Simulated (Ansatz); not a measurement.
## Al3Ru2: how the half-step-shifted k-point mesh moves the results

The calculation used Ansatz, DFT r2SCAN, scalar-relativistic, plane waves, PAW.

```
Al Ru
1.0
    -1.53890    1.53890    7.14310
     1.53890   -1.53890    7.14310
     1.53890    1.53890   -7.14310
Al Ru
3 2
Direct
  0.00000 0.00000 0.00000
  0.80618 0.80618 0.00000
  0.19382 0.19382 0.00000
  0.60587 0.60587 0.00000
  0.39413 0.39413 0.00000
```

The plane-wave cutoff is 500 eV and the occupation rule is Gaussian smearing, 0.1 eV. The spin treatment is unpolarised.

The atoms stay fixed while the half-step-shifted k-point mesh is varied. ΔE is the energy extrapolated to zero smearing, less that of the reference run (16×16×16 Γ-centred mesh, Gaussian smearing 0.1 eV). The cell isn't necessarily relaxed at this level. Pressure is positive in compression.

```json
{"shifted mesh": "10×10×10", "ΔE (meV/atom)": "4.09", "P (GPa)": "-0.14", "largest change of a force component (eV/Å)": "0.014", "irreducible points": "99"}
{"shifted mesh": "12×12×12", "ΔE (meV/atom)": "1.17", "P (GPa)": "-0.16", "largest change of a force component (eV/Å)": "0.076", "irreducible points": "159"}
{"shifted mesh": "14×14×14", "ΔE (meV/atom)": "-0.87", "P (GPa)": "-0.21", "largest change of a force component (eV/Å)": "0.039", "irreducible points": "240"}
```

Cost: 3 runs of about 0.82 core-minutes in all, on Intel Xeon 6975P-C (Granite Rapids) (shared hosts).